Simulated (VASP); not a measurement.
# In (P6_3/mmc) in VASP: further runs, part 4 of 6

VASP 6.6.1. The steps go on from the part before.

### Step 52. Equation of state, PBE, 25.74 Å³/atom

Contents of INCAR:

```
SYSTEM = In
  PREC = Accurate
  ENCUT = 400
  EDIFF = 1E-6
  ISMEAR = 1
  SIGMA = 0.2
  LREAL = Auto
  LASPH = .TRUE.
  NELM = 100
  ALGO = Normal
  ISIF = 2
  LWAVE = .FALSE.
  LCHARG = .FALSE.
  GGA = PE
  ADDGRID = .FALSE.
```

Contents of KPOINTS:

```
regular mesh
0
G
  8 8 4
  0 0 0
```

Contents of POSCAR:

```
In
1.0
    3.3017907129      0.0000000000      0.0000000000
   -1.6508953564      2.8594346354      0.0000000000
    0.0000000000      0.0000000000      5.4534912068
In
2
Direct
    0.6666666667      0.3333333333      0.7500000000
    0.3333333333      0.6666666667      0.2500000000
```

Command:

```console
cat potpaw_PBE.64/In_d/POTCAR > POTCAR
mpirun -np 1 vasp_std > vasp.out
```

It took 10 s on 1 thread of Intel Xeon 6975P-C (Granite Rapids), shared host; peak memory 0.15 GiB.

The run converged, but some of its settings lie outside the range that counts as converged, so its numbers aren't taken as properties of the crystal.

Results:

| Item | Value |
| --- | --- |
| Free energy | -4.9879 eV |
| Pressure | 2.8 GPa |
| Band gap on the k mesh | none (metal or under the smearing width) |

### Step 53. Equation of state, PBE, 27.34 Å³/atom

INCAR is that of step 52.

KPOINTS is that of step 52.

Contents of POSCAR:

```
In
1.0
    3.3685115317      0.0000000000      0.0000000000
   -1.6842557658      2.9172165594      0.0000000000
    0.0000000000      0.0000000000      5.5636924371
In
2
Direct
    0.6666666667      0.3333333333      0.7500000000
    0.3333333333      0.6666666667      0.2500000000
```

Command:

```console
cat potpaw_PBE.64/In_d/POTCAR > POTCAR
mpirun -np 1 vasp_std > vasp.out
```

Run time: 10 s. Hardware: 1 thread of Intel Xeon 6975P-C (Granite Rapids), shared host; peak memory 0.15 GiB.

These settings aren't checked as converged: the numbers below hold their error.

What came out:

```
Free energy            : -5.0199 eV
Pressure               : 0.3 GPa
Band gap on the k mesh : none (metal or under the smearing width)
```

### Step 54. Equation of state, PBE, 25.74 Å³/atom

Changes to INCAR since step 53:

```diff
@@ -3,6 +3,6 @@
   ENCUT = 400
-  EDIFF = 1E-6
+  EDIFF = 0.01
   ISMEAR = 1
   SIGMA = 0.2
-  LREAL = Auto
+  LREAL = .FALSE.
   LASPH = .TRUE.
```

KPOINTS is that of step 53.

Contents of POSCAR:

```
In
1.0
    3.3017907129      0.0000000000      0.0000000000
   -1.6508953564      2.8594346354      0.0000000000
    0.0000000000      0.0000000000      5.4534912068
In
2
Direct
    0.6666666667      0.3333333333      0.7500000000
    0.3333333333      0.6666666667      0.2500000000
```

Potentials or basis: VASP PAW PBE potentials, release 64 (In_d).

Command:

```console
cat potpaw_PBE.64/In_d/POTCAR > POTCAR
mpirun -np 1 vasp_std > vasp.out
```

It took 4.6 s on 1 thread of Intel Xeon 6975P-C (Granite Rapids), shared host; peak memory 0.15 GiB.

The run converged, but some of its settings lie outside the range that counts as converged, so its numbers aren't taken as properties of the crystal.

What came out:

* Free energy: -4.9876 eV
* Pressure: 2.8 GPa
* Band gap on the k mesh: none (metal or under the smearing width)

### Step 55. Equation of state, PBE, 27.34 Å³/atom

INCAR is that of step 54.

KPOINTS is that of step 54.

Contents of POSCAR:

```
In
1.0
    3.3685115317      0.0000000000      0.0000000000
   -1.6842557658      2.9172165594      0.0000000000
    0.0000000000      0.0000000000      5.5636924371
In
2
Direct
    0.6666666667      0.3333333333      0.7500000000
    0.3333333333      0.6666666667      0.2500000000
```

Command:

```console
cat potpaw_PBE.64/In_d/POTCAR > POTCAR
mpirun -np 1 vasp_std > vasp.out
```

It took 4.1 s on 1 thread of Intel Xeon 6975P-C (Granite Rapids), shared host; peak memory 0.16 GiB.

The run converged, but some of its settings lie outside the range that counts as converged, so its numbers aren't taken as properties of the crystal.

Results:

```
Free energy            : -5.0196 eV
Pressure               : 3.3 GPa
Band gap on the k mesh : none (metal or under the smearing width)
```

### Step 56. Equation of state, PBE, 25.74 Å³/atom

Changes to INCAR since step 55:

```diff
@@ -3,3 +3,3 @@
   ENCUT = 400
-  EDIFF = 0.01
+  EDIFF = 0.001
   ISMEAR = 1
```

KPOINTS is that of step 55.

Contents of POSCAR:

```
In
1.0
    3.3017907129      0.0000000000      0.0000000000
   -1.6508953564      2.8594346354      0.0000000000
    0.0000000000      0.0000000000      5.4534912068
In
2
Direct
    0.6666666667      0.3333333333      0.7500000000
    0.3333333333      0.6666666667      0.2500000000
```

Command:

```console
cat potpaw_PBE.64/In_d/POTCAR > POTCAR
mpirun -np 1 vasp_std > vasp.out
```

Run time: 4.9 s. Hardware: 1 thread of Intel Xeon 6975P-C (Granite Rapids), shared host; peak memory 0.15 GiB.

The run converged, but some of its settings lie outside the range that counts as converged, so its numbers aren't taken as properties of the crystal.

What came out:

| Item | Value |
| --- | --- |
| Free energy | -4.9876 eV |
| Pressure | 2.3 GPa |
| Band gap on the k mesh | none (metal or under the smearing width) |

### Step 57. Equation of state, PBE, 27.34 Å³/atom

INCAR is that of step 56.

KPOINTS is that of step 56.

Contents of POSCAR:

```
In
1.0
    3.3685115317      0.0000000000      0.0000000000
   -1.6842557658      2.9172165594      0.0000000000
    0.0000000000      0.0000000000      5.5636924371
In
2
Direct
    0.6666666667      0.3333333333      0.7500000000
    0.3333333333      0.6666666667      0.2500000000
```

Potentials or basis: VASP PAW PBE potentials, release 64 (In_d).

Command:

```console
cat potpaw_PBE.64/In_d/POTCAR > POTCAR
mpirun -np 1 vasp_std > vasp.out
```

Wall time 5 s (1 thread of Intel Xeon 6975P-C (Granite Rapids), shared host); peak memory 0.15 GiB.

The run converged, but some of its settings lie outside the range that counts as converged, so its numbers aren't taken as properties of the crystal.

Results:

```
Free energy            : -5.0194 eV
Pressure               : -0.1 GPa
Band gap on the k mesh : none (metal or under the smearing width)
```

### Step 58. Equation of state, PBE, 25.74 Å³/atom

Changes to INCAR since step 57:

```diff
@@ -3,3 +3,3 @@
   ENCUT = 400
-  EDIFF = 0.001
+  EDIFF = 1E-4
   ISMEAR = 1
```

KPOINTS is that of step 57.

Contents of POSCAR:

```
In
1.0
    3.3017907129      0.0000000000      0.0000000000
   -1.6508953564      2.8594346354      0.0000000000
    0.0000000000      0.0000000000      5.4534912068
In
2
Direct
    0.6666666667      0.3333333333      0.7500000000
    0.3333333333      0.6666666667      0.2500000000
```

Command:

```console
cat potpaw_PBE.64/In_d/POTCAR > POTCAR
mpirun -np 1 vasp_std > vasp.out
```

It took 5.4 s on 1 thread of Intel Xeon 6975P-C (Granite Rapids), shared host; peak memory 0.15 GiB.

The run converged, but some of its settings lie outside the range that counts as converged, so its numbers aren't taken as properties of the crystal.

Results:

- Free energy: -4.9877 eV
- Pressure: 2.6 GPa
- Band gap on the k mesh: none (metal or under the smearing width)

### Step 59. Equation of state, PBE, 27.34 Å³/atom

INCAR is that of step 58.

KPOINTS is that of step 58.

Contents of POSCAR:

```
In
1.0
    3.3685115317      0.0000000000      0.0000000000
   -1.6842557658      2.9172165594      0.0000000000
    0.0000000000      0.0000000000      5.5636924371
In
2
Direct
    0.6666666667      0.3333333333      0.7500000000
    0.3333333333      0.6666666667      0.2500000000
```

Command:

```console
cat potpaw_PBE.64/In_d/POTCAR > POTCAR
mpirun -np 1 vasp_std > vasp.out
```

Run time: 5.4 s. Hardware: 1 thread of Intel Xeon 6975P-C (Granite Rapids), shared host; peak memory 0.16 GiB.

The run converged, but some of its settings lie outside the range that counts as converged, so its numbers aren't taken as properties of the crystal.

What came out:

| Property | Result |
| --- | --- |
| Free energy | -5.0195 eV |
| Pressure | 0.1 GPa |
| Band gap on the k mesh | none (metal or under the smearing width) |

### Step 60. Equation of state, PBE, 25.74 Å³/atom

Changes to INCAR since step 59:

```diff
@@ -3,3 +3,3 @@
   ENCUT = 400
-  EDIFF = 1E-4
+  EDIFF = 1E-5
   ISMEAR = 1
```

KPOINTS is that of step 59.

Contents of POSCAR:

```
In
1.0
    3.3017907129      0.0000000000      0.0000000000
   -1.6508953564      2.8594346354      0.0000000000
    0.0000000000      0.0000000000      5.4534912068
In
2
Direct
    0.6666666667      0.3333333333      0.7500000000
    0.3333333333      0.6666666667      0.2500000000
```

Potentials or basis: VASP PAW PBE potentials, release 64 (In_d).

Command:

```console
cat potpaw_PBE.64/In_d/POTCAR > POTCAR
mpirun -np 1 vasp_std > vasp.out
```

It took 6 s on 1 thread of Intel Xeon 6975P-C (Granite Rapids), shared host; peak memory 0.15 GiB.

These settings aren't checked as converged: the numbers below hold their error.

What came out:

```
Free energy            : -4.9877 eV
Pressure               : 2.8 GPa
Band gap on the k mesh : none (metal or under the smearing width)
```

### Step 61. Equation of state, PBE, 27.34 Å³/atom

INCAR is that of step 60.

KPOINTS is that of step 60.

Contents of POSCAR:

```
In
1.0
    3.3685115317      0.0000000000      0.0000000000
   -1.6842557658      2.9172165594      0.0000000000
    0.0000000000      0.0000000000      5.5636924371
In
2
Direct
    0.6666666667      0.3333333333      0.7500000000
    0.3333333333      0.6666666667      0.2500000000
```

Command:

```console
cat potpaw_PBE.64/In_d/POTCAR > POTCAR
mpirun -np 1 vasp_std > vasp.out
```

It took 6.2 s on 1 thread of Intel Xeon 6975P-C (Granite Rapids), shared host; peak memory 0.15 GiB.

The run converged, but some of its settings lie outside the range that counts as converged, so its numbers aren't taken as properties of the crystal.

What came out:

| Quantity | Value |
| --- | --- |
| Free energy | -5.0195 eV |
| Pressure | 0.4 GPa |
| Band gap on the k mesh | none (metal or under the smearing width) |

### Step 62. Equation of state, PBE, 25.74 Å³/atom

Changes to INCAR since step 61:

```diff
@@ -3,3 +3,3 @@
   ENCUT = 400
-  EDIFF = 1E-5
+  EDIFF = 1E-6
   ISMEAR = 1
@@ -14,2 +14,2 @@
   GGA = PE
-  ADDGRID = .FALSE.
+  ADDGRID = .TRUE.
```

KPOINTS is that of step 61.

Contents of POSCAR:

```
In
1.0
    3.3017907129      0.0000000000      0.0000000000
   -1.6508953564      2.8594346354      0.0000000000
    0.0000000000      0.0000000000      5.4534912068
In
2
Direct
    0.6666666667      0.3333333333      0.7500000000
    0.3333333333      0.6666666667      0.2500000000
```

Command:

```console
cat potpaw_PBE.64/In_d/POTCAR > POTCAR
mpirun -np 1 vasp_std > vasp.out
```

Run time: 9.6 s. Hardware: 1 thread of Intel Xeon 6975P-C (Granite Rapids), shared host; peak memory 0.22 GiB.

These settings aren't checked as converged: the numbers below hold their error.

What came out:

```
Free energy            : -4.9877 eV
Pressure               : 2.8 GPa
Band gap on the k mesh : none (metal or under the smearing width)
```

### Step 63. Equation of state, PBE, 27.34 Å³/atom

INCAR is that of step 62.

KPOINTS is that of step 62.

Contents of POSCAR:

```
In
1.0
    3.3685115317      0.0000000000      0.0000000000
   -1.6842557658      2.9172165594      0.0000000000
    0.0000000000      0.0000000000      5.5636924371
In
2
Direct
    0.6666666667      0.3333333333      0.7500000000
    0.3333333333      0.6666666667      0.2500000000
```

Potentials or basis: VASP PAW PBE potentials, release 64 (In_d).

Command:

```console
cat potpaw_PBE.64/In_d/POTCAR > POTCAR
mpirun -np 1 vasp_std > vasp.out
```

Run time: 10 s. Hardware: 1 thread of Intel Xeon 6975P-C (Granite Rapids), shared host; peak memory 0.21 GiB.

These settings aren't checked as converged: the numbers below hold their error.

What came out:

| Property | Result |
| --- | --- |
| Free energy | -5.0195 eV |
| Pressure | 0.3 GPa |
| Band gap on the k mesh | none (metal or under the smearing width) |

### Step 64. Equation of state, PBE, 25.74 Å³/atom

Changes to INCAR since step 63:

```diff
@@ -7,3 +7,3 @@
   LREAL = .FALSE.
-  LASPH = .TRUE.
+  LASPH = .FALSE.
   NELM = 100
@@ -14,2 +14,2 @@
   GGA = PE
-  ADDGRID = .TRUE.
+  ADDGRID = .FALSE.
```

KPOINTS is that of step 63.

Contents of POSCAR:

```
In
1.0
    3.3017907129      0.0000000000      0.0000000000
   -1.6508953564      2.8594346354      0.0000000000
    0.0000000000      0.0000000000      5.4534912068
In
2
Direct
    0.6666666667      0.3333333333      0.7500000000
    0.3333333333      0.6666666667      0.2500000000
```

Command:

```console
cat potpaw_PBE.64/In_d/POTCAR > POTCAR
mpirun -np 1 vasp_std > vasp.out
```

It took 5.6 s on 1 thread of Intel Xeon 6975P-C (Granite Rapids), shared host; peak memory 0.15 GiB.

These settings aren't checked as converged: the numbers below hold their error.

Results:

```yaml
Free_energy: -4.9877 eV
Pressure: 2.8 GPa
Band_gap_on_the_k_mesh: none (metal or under the smearing width)
```

### Step 65. Equation of state, PBE, 27.34 Å³/atom

INCAR is that of step 64.

KPOINTS is that of step 64.

Contents of POSCAR:

```
In
1.0
    3.3685115317      0.0000000000      0.0000000000
   -1.6842557658      2.9172165594      0.0000000000
    0.0000000000      0.0000000000      5.5636924371
In
2
Direct
    0.6666666667      0.3333333333      0.7500000000
    0.3333333333      0.6666666667      0.2500000000
```

Command:

```console
cat potpaw_PBE.64/In_d/POTCAR > POTCAR
mpirun -np 1 vasp_std > vasp.out
```

Run time: 5.5 s. Hardware: 1 thread of Intel Xeon 6975P-C (Granite Rapids), shared host; peak memory 0.15 GiB.

These settings aren't checked as converged: the numbers below hold their error.

Results:

```
Free energy            : -5.0195 eV
Pressure               : 0.3 GPa
Band gap on the k mesh : none (metal or under the smearing width)
```

### Step 66. Equation of state, PBE, 25.74 Å³/atom

Contents of INCAR:

```
SYSTEM = In
  PREC = Normal
  ENCUT = 400
  EDIFF = 1E-4
  ISMEAR = 1
  SIGMA = 0.2
  LREAL = Auto
  LASPH = .TRUE.
  NELM = 100
  ALGO = Normal
  ISIF = 2
  LWAVE = .FALSE.
  LCHARG = .FALSE.
  GGA = PE
  ADDGRID = .FALSE.
```

KPOINTS is that of step 65.

Contents of POSCAR:

```
In
1.0
    3.3017907129      0.0000000000      0.0000000000
   -1.6508953564      2.8594346354      0.0000000000
    0.0000000000      0.0000000000      5.4534912068
In
2
Direct
    0.6666666667      0.3333333333      0.7500000000
    0.3333333333      0.6666666667      0.2500000000
```

Potentials or basis: VASP PAW PBE potentials, release 64 (In_d).

Command:

```console
cat potpaw_PBE.64/In_d/POTCAR > POTCAR
mpirun -np 1 vasp_std > vasp.out
```

It took 3.8 s on 1 thread of Intel Xeon 6975P-C (Granite Rapids), shared host; peak memory 0.13 GiB.

The run converged, but some of its settings lie outside the range that counts as converged, so its numbers aren't taken as properties of the crystal.

Results:

```yaml
Free_energy: -4.9879 eV
Pressure: 3.0 GPa
Band_gap_on_the_k_mesh: none (metal or under the smearing width)
```

### Step 67. Equation of state, PBE, 27.34 Å³/atom

INCAR is that of step 66.

KPOINTS is that of step 66.

Contents of POSCAR:

```
In
1.0
    3.3685115317      0.0000000000      0.0000000000
   -1.6842557658      2.9172165594      0.0000000000
    0.0000000000      0.0000000000      5.5636924371
In
2
Direct
    0.6666666667      0.3333333333      0.7500000000
    0.3333333333      0.6666666667      0.2500000000
```

Command:

```console
cat potpaw_PBE.64/In_d/POTCAR > POTCAR
mpirun -np 1 vasp_std > vasp.out
```

Run time: 3.8 s. Hardware: 1 thread of Intel Xeon 6975P-C (Granite Rapids), shared host; peak memory 0.13 GiB.

The run converged, but some of its settings lie outside the range that counts as converged, so its numbers aren't taken as properties of the crystal.

Results:

| Item | Value |
| --- | --- |
| Free energy | -5.0213 eV |
| Pressure | 0.4 GPa |
| Band gap on the k mesh | none (metal or under the smearing width) |

### Step 68. Equation of state, PBE, 25.74 Å³/atom

Contents of INCAR:

```
SYSTEM = In
  PREC = Accurate
  ENCUT = 200
  EDIFF = 1E-6
  ISMEAR = 1
  SIGMA = 0.2
  LREAL = .FALSE.
  LASPH = .TRUE.
  NELM = 100
  ALGO = Normal
  ISIF = 2
  LWAVE = .FALSE.
  LCHARG = .FALSE.
  GGA = PE
  ADDGRID = .FALSE.
```

Contents of KPOINTS:

```
regular mesh
0
G
  11 11 6
  0 0 0
```

Contents of POSCAR:

```
In
1.0
    3.3017907129      0.0000000000      0.0000000000
   -1.6508953564      2.8594346354      0.0000000000
    0.0000000000      0.0000000000      5.4534912068
In
2
Direct
    0.6666666667      0.3333333333      0.7500000000
    0.3333333333      0.6666666667      0.2500000000
```

Command:

```console
cat potpaw_PBE.64/In_d/POTCAR > POTCAR
mpirun -np 1 vasp_std > vasp.out
```

Wall time 4.6 s (1 thread of Intel Xeon 6975P-C (Granite Rapids), shared host); peak memory 0.12 GiB.

The run converged, but a check on its numbers failed (symmetry, net force, bounds or a known fault of this set-up), so they aren't taken as properties of the crystal.

Caveat: the cutoff lies under the usual one of these potentials, so the numbers hold a large basis-set error.

### Step 69. Equation of state, PBE, 27.34 Å³/atom

INCAR is that of step 68.

KPOINTS is that of step 68.

Contents of POSCAR:

```
In
1.0
    3.3685115317      0.0000000000      0.0000000000
   -1.6842557658      2.9172165594      0.0000000000
    0.0000000000      0.0000000000      5.5636924371
In
2
Direct
    0.6666666667      0.3333333333      0.7500000000
    0.3333333333      0.6666666667      0.2500000000
```

Potentials or basis: VASP PAW PBE potentials, release 64 (In_d).

Command:

```console
cat potpaw_PBE.64/In_d/POTCAR > POTCAR
mpirun -np 1 vasp_std > vasp.out
```

Wall time 5 s (1 thread of Intel Xeon 6975P-C (Granite Rapids), shared host); peak memory 0.12 GiB.

The run converged, but a check on its numbers failed (symmetry, net force, bounds or a known fault of this set-up), so they aren't taken as properties of the crystal.

Caveat: the cutoff lies under the usual one of these potentials, so the numbers hold a large basis-set error.

### Step 70. Equation of state, PBE, 25.74 Å³/atom

Changes to INCAR since step 69:

```diff
@@ -2,3 +2,3 @@
   PREC = Accurate
-  ENCUT = 200
+  ENCUT = 500
   EDIFF = 1E-6
```

Contents of KPOINTS:

```
regular mesh
0
G
  8 8 4
  0 0 0
```

Contents of POSCAR:

```
In
1.0
    3.3017907129      0.0000000000      0.0000000000
   -1.6508953564      2.8594346354      0.0000000000
    0.0000000000      0.0000000000      5.4534912068
In
2
Direct
    0.6666666667      0.3333333333      0.7500000000
    0.3333333333      0.6666666667      0.2500000000
```

Command:

```console
cat potpaw_PBE.64/In_d/POTCAR > POTCAR
mpirun -np 1 vasp_std > vasp.out
```

It took 7.4 s on 1 thread of Intel Xeon 6975P-C (Granite Rapids), shared host; peak memory 0.17 GiB.

These settings aren't checked as converged: the numbers below hold their error.

What came out:

```yaml
Free_energy: -4.9877 eV
Pressure: 2.8 GPa
Band_gap_on_the_k_mesh: none (metal or under the smearing width)
```

### Step 71. Equation of state, PBE, 27.34 Å³/atom

INCAR is that of step 70.

KPOINTS is that of step 70.

Contents of POSCAR:

```
In
1.0
    3.3685115317      0.0000000000      0.0000000000
   -1.6842557658      2.9172165594      0.0000000000
    0.0000000000      0.0000000000      5.5636924371
In
2
Direct
    0.6666666667      0.3333333333      0.7500000000
    0.3333333333      0.6666666667      0.2500000000
```

Command:

```console
cat potpaw_PBE.64/In_d/POTCAR > POTCAR
mpirun -np 1 vasp_std > vasp.out
```

Wall time 13 s (1 thread of Intel Xeon 6975P-C (Granite Rapids), shared host); peak memory 0.18 GiB.

These settings aren't checked as converged: the numbers below hold their error.

What came out:

| Property | Result |
| --- | --- |
| Free energy | -5.0195 eV |
| Pressure | 0.4 GPa |
| Band gap on the k mesh | none (metal or under the smearing width) |

### Step 72. Equation of state, PBE, 25.74 Å³/atom

Changes to INCAR since step 71:

```diff
@@ -2,3 +2,3 @@
   PREC = Accurate
-  ENCUT = 500
+  ENCUT = 250
   EDIFF = 1E-6
```

Contents of KPOINTS:

```
regular mesh
0
G
  11 11 6
  0 0 0
```

Contents of POSCAR:

```
In
1.0
    3.3017907129      0.0000000000      0.0000000000
   -1.6508953564      2.8594346354      0.0000000000
    0.0000000000      0.0000000000      5.4534912068
In
2
Direct
    0.6666666667      0.3333333333      0.7500000000
    0.3333333333      0.6666666667      0.2500000000
```

Potentials or basis: VASP PAW PBE potentials, release 64 (In_d).

Command:

```console
cat potpaw_PBE.64/In_d/POTCAR > POTCAR
mpirun -np 1 vasp_std > vasp.out
```

It took 7.5 s on 1 thread of Intel Xeon 6975P-C (Granite Rapids), shared host; peak memory 0.13 GiB.

These settings aren't checked as converged: the numbers below hold their error.

What came out:

```
Free energy            : -5.0849 eV
Band gap on the k mesh : none (metal or under the smearing width)
```

Caveat: the cutoff is under 1.25 times the usual one of these potentials, so pressure, stress and relaxed cells hold a basis-set (Pulay) error.

### Step 73. Equation of state, PBE, 27.34 Å³/atom

INCAR is that of step 72.

KPOINTS is that of step 72.

Contents of POSCAR:

```
In
1.0
    3.3685115317      0.0000000000      0.0000000000
   -1.6842557658      2.9172165594      0.0000000000
    0.0000000000      0.0000000000      5.5636924371
In
2
Direct
    0.6666666667      0.3333333333      0.7500000000
    0.3333333333      0.6666666667      0.2500000000
```

Command:

```console
cat potpaw_PBE.64/In_d/POTCAR > POTCAR
mpirun -np 1 vasp_std > vasp.out
```

Run time: 8 s. Hardware: 1 thread of Intel Xeon 6975P-C (Granite Rapids), shared host; peak memory 0.13 GiB.

The run converged, but some of its settings lie outside the range that counts as converged, so its numbers aren't taken as properties of the crystal.

What came out:

| Quantity | Value |
| --- | --- |
| Free energy | -5.1179 eV |
| Band gap on the k mesh | none (metal or under the smearing width) |

Caveat: the cutoff is under 1.25 times the usual one of these potentials, so pressure, stress and relaxed cells hold a basis-set (Pulay) error.

(Continued in part 5 of 6.)
